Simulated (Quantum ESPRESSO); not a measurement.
Wanted: the native input for a Quantum ESPRESSO 7.5 run.

```
Task                : relaxation of cell and atoms
Functional          : PBEsol
Potentials or basis : GBRV 1.5 PBEsol
Cutoff              : 871 eV
Density cutoff      : 7007 eV
k mesh              : 11 × 11 × 6
Occupations         : fermi-dirac, width 0.05 eV
Spin                : no spin polarisation
Target pressure     : 2 GPa
Mixing beta         : 0.5
Most SCF iterations : 120
SCF threshold       : 4e-10 Ry
Most ionic steps    : 40
Forc conv thr       : 0.0004 Ry/bohr
Etot conv thr       : 1e-05 Ry
Ion dynamics        : bfgs
Cell dynamics       : bfgs
Press conv thr      : 0.3 kbar
```

The system is Zn.

```
CELL_PARAMETERS angstrom
2.67000 0.00000 0.00000
-1.33500 2.31229 0.00000
0.00000 0.00000 4.96600
ATOMIC_POSITIONS crystal
Zn 0.66667 0.33333 0.75000
Zn 0.33333 0.66667 0.25000
```

One way to write it, as run:

pw.in

```
&CONTROL
  calculation = 'vc-relax'
  prefix = 'pwscf'
  outdir = './tmp'
  pseudo_dir = './pseudo'
  tprnfor = .true.
  tstress = .true.
  disk_io = 'low'
  nstep = 40
  forc_conv_thr = 0.0004
  etot_conv_thr = 1d-05
/
&SYSTEM
  ibrav = 0
  nat = 2
  ntyp = 1
  ecutwfc = 64
  ecutrho = 515
  nbnd = 28
  occupations = 'smearing'
  smearing = 'fd'
  degauss = 0.00367493
/
&ELECTRONS
  conv_thr = 4d-10
  electron_maxstep = 120
  mixing_beta = 0.5
/
&IONS
  ion_dynamics = 'bfgs'
/
&CELL
  cell_dynamics = 'bfgs'
  press = 20
  press_conv_thr = 0.3
/
ATOMIC_SPECIES
Zn    65.3800 zn_pbesol_v1.uspp.F.UPF
CELL_PARAMETERS angstrom
   2.6700000000    0.0000000000    0.0000000000
  -1.3350000000    2.3122878281    0.0000000000
   0.0000000000    0.0000000000    4.9660000000
ATOMIC_POSITIONS crystal
Zn     0.6666666667    0.3333333333    0.7500000000
Zn     0.3333333333    0.6666666667    0.2500000000
K_POINTS automatic
11 11 6 0 0 0
```

Potentials or basis: GBRV 1.5 PBEsol.

Command:

```sh
$ OMP_NUM_THREADS=1 mpirun -n 2 pw.x -nk 2 -in pw.in > pw.out
```

It gave:

```
Relaxed volume                                         : 13.65 Å³/atom
Relaxed cell                                           : a = 2.674 Å, b = 2.674 Å, c = 4.410 Å, α = 90.00°, β = 90.00°, γ = 120.00°
Space group after relaxing (to 0.05 Å)                 : P6_3/mmc (No. 194)
Energy change on relaxing (the enthalpy is what falls) : -35.3 meV/atom
Ionic steps                                            : 15
Pressure after relaxing                                : 2.2 GPa
Band gap on the k mesh                                 : none (metal or under the smearing width)
```

It took 8 min on 2 MPI ranks on Intel(R) Xeon(R) Processor @ 2.50GHz (Skylake/Cascade Lake), with other jobs on the host, peak memory 0.3 GiB a rank.
